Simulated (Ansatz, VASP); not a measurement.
**Tl in VASP and in Ansatz**

```xyz
2
Lattice="3.5669 0.0000 0.0000 -1.7835 3.0890 0.0000 0.0000 0.0000 5.4663" Properties=species:S:1:pos:R:3 pbc="T T T"
Tl    0.0000    2.0594    1.3666
Tl    1.7835    1.0297    4.0997
```

Alike in both runs: functional r2SCAN; k mesh 15 × 15 × 8; occupations gaussian, width 0.1 eV; no spin polarisation.

Ansatz relaxed the structure, and its values are those at the end. VASP's run is a single point on that final structure, the one shown.

|  | VASP | Ansatz |
| --- | --- | --- |
| version | VASP 6.6.1 | Ansatz 0.2.0 |
| potentials or method | VASP PAW PBE potentials, release 64 (Tl_d) | scalar-relativistic, plane waves, PAW |
| plane-wave cutoff (eV) | 520 | 500 |
| valence electrons in the cell | 26 | 26 |

|  | VASP | Ansatz | Ansatz less VASP |
| --- | --- | --- | --- |
| gap on the k mesh at the Fermi level (eV) | none | none | - |
| pressure (GPa) | 0.0 | 0.0 | +0.03 |

A gap of «none» marks a metal or a gap that the smearing closes. The functional is the same, so the differences come from potentials, cutoffs and numerics.

Caveats: the PAW data sets were made with another functional, which shifts forces and pressure a little (VASP). The runs have no spin-orbit coupling, so splittings on Tl are missing.
